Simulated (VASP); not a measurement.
**GaAs: lattice, stiffness and zone-centre modes**

What lattice, stiffness and vibrations does GaAs have at one level of theory? The starting structure is a measured crystal structure from the Crystallography Open Database. All runs use LDA.

Method: Kohn-Sham DFT with plane waves and PAW; LDA, in VASP 6.6.1.

### 1. The structure

Symmetry: F-43m, No. 216, cubic system. The conventional cell has a = 5.654 Å, b = 5.654 Å, c = 5.654 Å, α = 90.00°, β = 90.00°, γ = 90.00°. Nearest to As lie 4 Ga at 2.45 Å. Ga has 4 As at 2.45 Å nearest. Farther neighbours are not listed.

### 2. Relaxation

This run starts from the cell of an earlier relaxation, which isn't shown; the restart sets up the plane waves anew.

The input, INCAR:

```
SYSTEM = GaAs
PREC = Accurate
ENCUT = 500
EDIFF = 1E-07
NELM = 100
ISMEAR = 0
SIGMA = 0.03
LREAL = .FALSE.
ALGO = Normal
GGA = CA
NBANDS = 15
LORBIT = 11
LWAVE = .FALSE.
LCHARG = .FALSE.
KPAR = 4
IBRION = 2
NSW = 50
ISIF = 3
EDIFFG = -0.002
```

The input, POSCAR:

```
GaAs
1.0
    0.0000000000      2.8051277464      2.8051277464
    2.8051277464      0.0000000000      2.8051277464
    2.8051277464      2.8051277464      0.0000000000
As Ga
1 1
Direct
    0.7500000000      0.7500000000      0.7500000000
    0.0000000000      0.0000000000      0.0000000000
```

The input, KPOINTS:

```
Automatic mesh
0
Gamma
6 6 6
0 0 0
```

PAW data sets: As and Ga_d (LDA family, release 64).

Command:

```
mpirun -np 4 vasp_std
```

The log of the run:

```text
[banner, memory and clock lines left out]
running    4 mpi-ranks, on    1 nodes
 distrk:  each k-point on    1 cores,    4 groups
 distr:  one band on    1 cores,    1 groups

 POSCAR found type information on POSCAR AsGa
 POSCAR found :  2 types and       2 ions
 LDA part: xc-table for (Slater(with rela. corr.)+CA(PZ))
 , standard interpolation
 POSCAR, INCAR and KPOINTS ok, starting setup
 FFT: planning ... GRIDC
 FFT: planning ... GRID_SOFT
 FFT: planning ... GRID
 WAVECAR not read
 entering main loop
       N       E                     dE             d eps       ncg     rms          rms(c)
DAV:   1     0.797225934577E+02    0.79723E+02   -0.88267E+03   480   0.159E+03
DAV:   2    -0.337948786410E+01   -0.83102E+02   -0.79497E+02   536   0.310E+02
DAV:   3    -0.975238076394E+01   -0.63729E+01   -0.63471E+01   571   0.688E+01
DAV:   4    -0.985392590814E+01   -0.10155E+00   -0.10151E+00   601   0.969E+00
DAV:   5    -0.985532066842E+01   -0.13948E-02   -0.13946E-02   571   0.997E-01    0.307E+00
DAV:   6    -0.966195091541E+01    0.19337E+00   -0.23350E-01   755   0.892E+00    0.180E+00
DAV:   7    -0.961824178655E+01    0.43709E-01   -0.68689E-02   681   0.204E+00    0.526E-01
DAV:   8    -0.961497367730E+01    0.32681E-02   -0.94224E-03   606   0.112E+00    0.109E-01
DAV:   9    -0.961494600959E+01    0.27668E-04   -0.72921E-04   614   0.348E-01    0.423E-02
DAV:  10    -0.961495190261E+01   -0.58930E-05   -0.42310E-05   727   0.713E-02    0.224E-02
DAV:  11    -0.961495704417E+01   -0.51416E-05   -0.70285E-06   564   0.421E-02    0.256E-03
DAV:  12    -0.961495692100E+01    0.12318E-06   -0.52015E-07   613   0.107E-02    0.198E-03
DAV:  13    -0.961495692256E+01   -0.15661E-08   -0.74625E-08   408   0.233E-03
   1 F= -.96149569E+01 E0= -.96149569E+01  d E =-.961496E+01
 curvature:   0.00 expect dE= 0.000E+00 dE for cont linesearch  0.000E+00
 trial: gam= 0.00000 g(F)=  0.238E-45 g(S)=  0.625E-07 ort = 0.000E+00 (trialstep = 0.100E+01)
 search vector abs. value=  0.626E-07
 reached required accuracy - stopping structural energy minimisation
```

Elapsed: 2.4 s, on 4 MPI ranks of Intel Xeon 6975P-C (Granite Rapids), shared host; peak memory 0.55 GiB; 7.3 s of CPU time.

Lines that name or quote the potential files are left out of all logs, and their timing lines are given in words.

OUTCAR, selected parts (step 2):

```text
ion  position               nearest neighbor table
   1  0.750  0.750  0.750-   2 2.43   2 2.43   2 2.43   2 2.43
   2  0.000  0.000  0.000-   1 2.43   1 2.43   1 2.43   1 2.43

  LATTYP: Found a face centered cubic cell.
 ALAT       =     5.6102554928

 Subroutine GETGRP returns: Found 24 space group operations
 (whereof 24 operations were pure point group operations)

The static configuration has the point symmetry T_d .

 Found     16 irreducible k-points:

   k-points           NKPTS =     16   k-points in BZ     NKDIM =     16   number of bands    NBANDS=     15

   dimension x,y,z NGX =    30 NGY =   30 NGZ =   30
   dimension x,y,z NGXF=    60 NGYF=   60 NGZF=   60

   ENCUT  =  500.0 eV  36.75 Ry    6.06 a.u.   7.23  7.23  7.23*2*pi/ulx,y,z

   NELECT =      18.0000    total number of electrons

 k-points in reciprocal lattice and weights: Automatic mesh
   0.00000000  0.00000000  0.00000000       0.005
   0.16666667  0.00000000  0.00000000       0.037
   0.33333333  0.00000000  0.00000000       0.037
   0.50000000  0.00000000  0.00000000       0.019
   0.16666667  0.16666667  0.00000000       0.028
   0.33333333  0.16666667  0.00000000       0.111
   0.50000000  0.16666667  0.00000000       0.111
  -0.33333333  0.16666667  0.00000000       0.111
  -0.16666667  0.16666667  0.00000000       0.056
[...]
-0.33333333  0.33333333  0.16666667       0.111
  -0.33333333  0.50000000  0.16666667       0.056

 average (electrostatic) potential at core
       1 -53.5636       2 -67.3340

 E-fermi :   4.1654

 k-point     1 :       0.0000    0.0000    0.0000
  band No.  band energies     occupation
    ...
      5     -10.8671      2.00000
      6      -8.8997      2.00000
      7       4.0343      2.00000
      8       4.0343      2.00000
      9       4.0343      2.00000
     10       4.5372      0.00000
     11       7.7057      0.00000
     12       7.7057      0.00000
     13       7.7057      0.00000
     14      11.4439      0.00000
    ...

 k-point     2 :       0.1667    0.0000    0.0000
  band No.  band energies     occupation
    ...
      5     -10.8673      2.00000
      6      -8.5689      2.00000
      7       1.2550      2.00000
      8       3.6361      2.00000
      9       3.6361      2.00000
     10       5.6306      0.00000
     11       8.2694      0.00000
     12       8.2694      0.00000
     13       8.6798      0.00000
     14      12.8396      0.00000
    ...

 k-point     3 :       0.3333    0.0000    0.0000
  band No.  band energies     occupation
    ...
      5     -10.8654      2.00000
      6      -7.7106      2.00000
      7      -1.4836      2.00000
      8       3.0716      2.00000
      9       3.0716      2.00000
     10       5.1792      0.00000
     11       8.6857      0.00000
     12       8.6857      0.00000
     13      11.2366      0.00000
     14      12.6535      0.00000
    ...

  Total       -0.0009294     -0.0009294     -0.0009294      0.0000000      0.0000000      0.0000000
  in kB       -0.0337314     -0.0337314     -0.0337314      0.0000000      0.0000000      0.0000000
  external PRESSURE =      -0.0337314 kB  Pullay stress =       0.0000000 kB

  energy-cutoff  :      500.00
  volume of cell :       44.15
      direct lattice vectors                 reciprocal lattice vectors
     0.000000000  2.805127746  2.805127746    -0.178245002  0.178245002  0.178245002
     2.805127746  0.000000000  2.805127746     0.178245002 -0.178245002  0.178245002
     2.805127746  2.805127746  0.000000000     0.178245002  0.178245002 -0.178245002

 POSITION                                       TOTAL-FORCE (eV/Angst)
 -----------------------------------------------------------------------------------
      4.20769      4.20769      4.20769        -0.000000     -0.000000     -0.000000
      0.00000      0.00000      0.00000         0.000000      0.000000      0.000000
 -----------------------------------------------------------------------------------
    total drift:                                0.000001      0.000001      0.000000

  FREE ENERGIE OF THE ION-ELECTRON SYSTEM (eV)
  ---------------------------------------------------
  free  energy   TOTEN  =        -9.6149569226 eV

  energy  without entropy=       -9.6149569226  energy(sigma->0) =       -9.61495692

 reached required accuracy - stopping structural energy minimisation

 total charge
# of ion       s       p       d       tot
------------------------------------------
    1        1.212   1.617   0.032   2.862
    2        0.890   0.832   9.998  11.720
--------------------------------------------------
tot          2.103   2.448  10.030  14.582

[... 3 further parts left out ...]
```

The run keeps the 24 symmetry operations of its start, so it cannot find a distortion of lower symmetry.

The relaxed cell holds 22.073 Å³ an atom, with a = 5.610 Å (-0.8 % against the database cell). Pressures at 0.985 and 1.015 times this volume, from two more relaxations that aren't shown, give a bulk modulus of 75.1 GPa.

### 3. Elastic constants

The input, INCAR:

```
SYSTEM = GaAs
PREC = Accurate
ENCUT = 700
EDIFF = 1E-08
NELM = 100
ISMEAR = 0
SIGMA = 0.03
LREAL = .FALSE.
ALGO = Normal
GGA = CA
NBANDS = 15
LORBIT = 11
LWAVE = .FALSE.
LCHARG = .FALSE.
KPAR = 4
IBRION = 6
NFREE = 2
POTIM = 0.015
ISIF = 3
NSW = 1
```

POSCAR is that of step 2.

The input, KPOINTS:

```
Automatic mesh
0
Gamma
8 8 8
0 0 0
```

Command:

```
mpirun -np 4 vasp_std
```

The log of the run:

```text
[... set-up lines as in an earlier step ...]
 entering main loop
       N       E                     dE             d eps       ncg     rms          rms(c)
DAV:   1     0.919347662044E+02    0.91935E+02   -0.10613E+04   885   0.200E+03
DAV:   2    -0.228868682957E+01   -0.94223E+02   -0.90437E+02   975   0.361E+02
DAV:   3    -0.974765777501E+01   -0.74590E+01   -0.73911E+01  1108   0.758E+01
DAV:   4    -0.987010334394E+01   -0.12245E+00   -0.12243E+00   963   0.107E+01
[...]
DAV:  11    -0.963693496441E+01   -0.48510E-05   -0.67032E-06  1003   0.411E-02    0.244E-03
DAV:  12    -0.963693484708E+01    0.11733E-06   -0.48813E-07  1300   0.103E-02    0.196E-03
DAV:  13    -0.963693484748E+01   -0.39927E-09   -0.70214E-08  1052   0.213E-03
   1 F= -.96369348E+01 E0= -.96369348E+01  d E =-.524458E-12
[... from here on, the cycles between the ionic steps are left out ...]
   2 F= -.96333643E+01 E0= -.96333643E+01  d E =-.149715E-19
   3 F= -.96332321E+01 E0= -.96332321E+01  d E =-.301491E-24
   4 F= -.96333643E+01 E0= -.96333643E+01  d E =-.297550E-17
   5 F= -.96332321E+01 E0= -.96332321E+01  d E =-.191252E-24
   6 F= -.96333643E+01 E0= -.96333643E+01  d E =-.421827E-19
   7 F= -.96332321E+01 E0= -.96332321E+01  d E =-.496177E-20
   8 F= -.96344576E+01 E0= -.96344576E+01  d E =-.251564E-24
   9 F= -.96344576E+01 E0= -.96344576E+01  d E =-.211573E-24
  10 F= -.96344576E+01 E0= -.96344576E+01  d E =-.482610E-19
  11 F= -.96344576E+01 E0= -.96344576E+01  d E =-.620256E-19
  12 F= -.96344576E+01 E0= -.96344576E+01  d E =-.161119E-18
  13 F= -.96344576E+01 E0= -.96344576E+01  d E =-.107489E-18
  14 F= -.96358499E+01 E0= -.96358499E+01  d E =-.604396E-15
  15 F= -.96358500E+01 E0= -.96358500E+01  d E =-.430245E-15
  16 F= -.96358523E+01 E0= -.96358523E+01  d E =-.461132E-15
  17 F= -.96358523E+01 E0= -.96358523E+01  d E =-.513742E-15
 Finite differences progress:
  Degree of freedom:   8/  8
  Displacement:        2/  2
  Total:              16/ 16
```

It took 2.4 min on 4 MPI ranks; peak memory 1.5 GiB.

OUTCAR, selected parts (step 3):

```text
  Total        0.0022652      0.0049028      0.0049028      0.0000000      0.1141413      0.0000000
  in kB        0.0822122      0.1779373      0.1779373      0.0000000      4.1425286      0.0000000
  external PRESSURE =       0.1460289 kB  Pullay stress =       0.0000000 kB

 POSITION                                       TOTAL-FORCE (eV/Angst)
 -----------------------------------------------------------------------------------
      4.20769      4.20769      4.20769        -0.144560     -0.000000     -0.000000
     -0.01500      0.00000      0.00000         0.144560      0.000000      0.000000
 -----------------------------------------------------------------------------------
    total drift:                               -0.000159     -0.000000     -0.000000

  FREE ENERGIE OF THE ION-ELECTRON SYSTEM (eV)
  ---------------------------------------------------
  free  energy   TOTEN  =        -9.6358522809 eV

  energy  without entropy=       -9.6358522809  energy(sigma->0) =       -9.63585228

[... 3 further parts left out ...]
[key lines of the parts left out:]
E-fermi :   4.2220
```

The last energy, forces and stress in OUTCAR belong to the last displaced cell, not to that of POSCAR.

The elastic tensor has C11 = 117.3, C12 = 53.4, C44 = 58.4 GPa; its Hill averages are a bulk modulus of 74.7 and a shear modulus of 45.8 GPa.

### 4. Modes of the relaxed cell

The input, INCAR:

```
SYSTEM = GaAs
PREC = Accurate
ENCUT = 500
EDIFF = 1E-08
NELM = 100
ISMEAR = 0
SIGMA = 0.03
LREAL = .FALSE.
ALGO = Normal
GGA = CA
NBANDS = 15
LORBIT = 11
LWAVE = .FALSE.
LCHARG = .FALSE.
KPAR = 4
IBRION = 8
LEPSILON = .TRUE.
LPEAD = .TRUE.
ISIF = 2
```

POSCAR is that of step 3.

The input, KPOINTS:

```
Automatic mesh
0
Gamma
14 14 14
0 0 0
```

Command:

```
mpirun -np 4 vasp_std
```

The log of the run:

```text
[... set-up lines as in an earlier step ...]
 entering main loop
       N       E                     dE             d eps       ncg     rms          rms(c)
DAV:   1     0.826028337623E+02    0.82603E+02   -0.88809E+03  3160   0.163E+03
DAV:   2    -0.323148188192E+01   -0.85834E+02   -0.81987E+02  3533   0.319E+02
DAV:   3    -0.976889764590E+01   -0.65374E+01   -0.65142E+01  3820   0.694E+01
DAV:   4    -0.987410909424E+01   -0.10521E+00   -0.10519E+00  3791   0.980E+00
[...]
DAV:  11    -0.964244786128E+01   -0.47724E-05   -0.66198E-06  3617   0.404E-02    0.242E-03
DAV:  12    -0.964244774799E+01    0.11329E-06   -0.47262E-07  4528   0.100E-02    0.193E-03
DAV:  13    -0.964244774867E+01   -0.68258E-09   -0.69000E-08  3821   0.210E-03
   1 F= -.96424477E+01 E0= -.96424477E+01  d E =-.113525E-11
 Linear response reoptimize wavefunctions to high precision
DAV:   1    -0.964244774887E+01   -0.19190E-09   -0.11948E-09  3083   0.289E-04
DAV:   2    -0.964244774888E+01   -0.12733E-10   -0.10714E-10  2232   0.108E-04
 Linear response to external field (no local field effect), progress :
[...]
RMM:  11    -0.445251498749E-01    0.69724E-08   -0.29796E-08 25752   0.458E-05    0.133E-06
 first order change of Fermi-energy  -0.89587E+01
 force on displaced ion       1 direction 1 :  -9.626   0.000   0.000
 Born effective charge ion    1 direction 1 :  -2.050   0.000   0.000
 Linear response progress:
  Degree of freedom:   2/  2
       N       E                     dE             d eps       ncg     rms          rms(c)
RMM:   1    -0.167236464338E+00   -0.16724E+00    0.10756E-01 16230   0.854E+00
RMM:   2    -0.165503641483E+00    0.17328E-02   -0.25767E-02 24571   0.137E+00    0.442E-02
RMM:   3    -0.165755028164E+00   -0.25139E-03   -0.38197E-03 25612   0.414E-01    0.279E-02
RMM:   4    -0.165597793047E+00    0.15724E-03   -0.15690E-03 27176   0.180E-01    0.978E-03
[...]
RMM:  14    -0.165593906413E+00    0.80384E-08   -0.13585E-07 26993   0.530E-05    0.336E-07
RMM:  15    -0.165593915399E+00   -0.89859E-08   -0.10486E-07 22780   0.407E-05    0.241E-07
RMM:  16    -0.165593909020E+00    0.63794E-08   -0.81640E-08 18793   0.351E-05    0.318E-08
 first order change of Fermi-energy   0.89486E+01
 force on displaced ion       2 direction 1 :  -9.686  -0.000  -0.000
 Born effective charge ion    2 direction 1 :   2.047   0.000   0.000
 Born effective charges drift removed
 Linear response finished
```

Wall time 4.8 min (4 MPI ranks); peak memory 3.6 GiB; 17 min of CPU time.

Parts of OUTCAR (step 4):

```text
  Total        0.0103800      0.0103800      0.0103800      0.0000000      0.0000000     -0.0000000
  in kB        0.3767209      0.3767209      0.3767209      0.0000000      0.0000000     -0.0000000
  external PRESSURE =       0.3767209 kB  Pullay stress =       0.0000000 kB

 POSITION                                       TOTAL-FORCE (eV/Angst)
 -----------------------------------------------------------------------------------
      4.20769      4.20769      4.20769        -0.000000     -0.000000      0.000000
      0.00000      0.00000      0.00000         0.000000      0.000000     -0.000000
 -----------------------------------------------------------------------------------
    total drift:                                0.000001      0.000001      0.000000

 MACROSCOPIC STATIC DIELECTRIC TENSOR (including local field effects in DFT)
 ------------------------------------------------------
          13.728288    -0.000000     0.000000
           0.000000    13.728288     0.000000
           0.000000     0.000000    13.728288
 ------------------------------------------------------

 MACROSCOPIC STATIC DIELECTRIC TENSOR IONIC CONTRIBUTION
 ------------------------------------------------------
           1.788667    -0.000000     0.000000
          -0.000000     1.788667    -0.000000
           0.000000    -0.000000     1.788667
 ------------------------------------------------------

[... 1 part as in an earlier step ...]

[... 1 further part left out ...]
```

The zone-centre modes at 22.073 Å³ an atom are T2 269.7 cm⁻¹.

### 5. Modes at 0.97 of that volume

Shape and positions were first relaxed at this volume, in a run that isn't shown.

INCAR is that of step 4.

The input, POSCAR:

```
GaAs
1.0
    0.0000000000      2.7767911853      2.7767911853
    2.7767911853      0.0000000000      2.7767911853
    2.7767911853      2.7767911853      0.0000000000
As Ga
1 1
Direct
    0.7500000000      0.7500000000      0.7500000000
    0.0000000000      0.0000000000      0.0000000000
```

KPOINTS is that of step 4.

Command:

```
mpirun -np 4 vasp_std
```

The log of the run:

```text
[... set-up lines as in an earlier step ...]
 entering main loop
       N       E                     dE             d eps       ncg     rms          rms(c)
DAV:   1     0.827292580357E+02    0.82729E+02   -0.90045E+03  3176   0.164E+03
DAV:   2    -0.339843067834E+01   -0.86128E+02   -0.82347E+02  3512   0.322E+02
DAV:   3    -0.977869965696E+01   -0.63803E+01   -0.63486E+01  3813   0.693E+01
DAV:   4    -0.987553739426E+01   -0.96838E-01   -0.96823E-01  3678   0.950E+00
[...]
DAV:  11    -0.963224598043E+01   -0.46337E-05   -0.68401E-06  3673   0.406E-02    0.278E-03
DAV:  12    -0.963224585939E+01    0.12104E-06   -0.50816E-07  4459   0.106E-02    0.212E-03
DAV:  13    -0.963224585941E+01   -0.17735E-10   -0.66731E-08  3947   0.220E-03
   1 F= -.96322459E+01 E0= -.96322459E+01  d E =-.156577E-19
 Linear response reoptimize wavefunctions to high precision
DAV:   1    -0.963224585959E+01   -0.17690E-09   -0.14097E-09  3029   0.326E-04
DAV:   2    -0.963224585959E+01   -0.90949E-12   -0.10862E-10  2302   0.107E-04
 Linear response to external field (no local field effect), progress :
[...]
RMM:   9    -0.445374935564E-01   -0.12068E-08    0.58646E-08 26799   0.246E-04    0.151E-05
 first order change of Fermi-energy  -0.21462E+00
 force on displaced ion       1 direction 1 : -10.367  -0.000  -0.000
 Born effective charge ion    1 direction 1 :  -1.993   0.000   0.000
 Linear response progress:
  Degree of freedom:   2/  2
       N       E                     dE             d eps       ncg     rms          rms(c)
RMM:   1    -0.167346088753E+00   -0.16735E+00    0.11574E-01 16243   0.864E+00
RMM:   2    -0.165422864097E+00    0.19232E-02   -0.25276E-02 24624   0.138E+00    0.453E-02
RMM:   3    -0.165763365753E+00   -0.34050E-03   -0.38025E-03 25671   0.416E-01    0.288E-02
RMM:   4    -0.165621717593E+00    0.14165E-03   -0.15409E-03 27136   0.177E-01    0.963E-03
[...]
RMM:  13    -0.165621417778E+00   -0.57224E-07   -0.29158E-07 26739   0.510E-05    0.869E-07
RMM:  14    -0.165621370807E+00    0.46971E-07   -0.39888E-08 26366   0.277E-05    0.253E-07
RMM:  15    -0.165621348356E+00    0.22451E-07   -0.26949E-08 20679   0.170E-05    0.994E-08
 first order change of Fermi-energy   0.21474E+00
 force on displaced ion       2 direction 1 : -10.387   0.000   0.000
 Born effective charge ion    2 direction 1 :   1.990   0.000   0.000
 Born effective charges drift removed
 Linear response finished
```

Wall time 4.6 min (4 MPI ranks); peak memory 3.5 GiB.

(Continued in part 2 of 2.)

[Lines on the potential files, build, host, timing and source positions are cut from VASP's logs without a mark.]

[Logs are printed without paths, hosts, clocks, repeated set-up lines and the standing remarks that a program may print on its own settings, such as how far it seeks lower states.]

[Hosts, paths, dates, database ids (printed as entryN), source tags and the programs' standing remarks are cut or masked in the printed files.]
